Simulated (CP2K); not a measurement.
GaN:

```
Ga N
1.0
     3.18693    0.00000    0.00000
     1.59347    2.75996    0.00000
     1.59347    0.91999    2.60212
Ga N
1 1
Direct
  0.00000 0.00000 0.00000
  0.25000 0.25000 0.25000
```

The cell is a database's computed one.

Base run:

- Program: CP2K 2026.2
- Functional: TPSS
- Potentials or basis: POTENTIAL_UZH Ga GTH-PBE-q13, N GTH-PBE-q5; TZVP-MOLOPT-PBE-GTH basis
- Density cutoff: 9184 eV
- k mesh: 10 × 10 × 10
- Occupations: fermi-dirac, width 0.05 eV
- Spin: no spin polarisation

Its results: band gap on the k mesh 1.65 eV, direct; pressure 4.6 GPa.

**Question.** After a change of settings the same cell gave: band gap on the k mesh 1.94 eV, direct; pressure 5.3 GPa. Which change was it?
A. functional from TPSS to OLYP
B. functional from TPSS to LDA
C. functional from TPSS to PBEsol
D. functional from TPSS to WC

**Answer.** A.

Caveats: the potentials were made for another functional, which shifts forces and pressure; the basis of atomic orbitals isn't converged, which shifts pressures, moduli and gaps.

Runs at the PBE level aren't shown here.
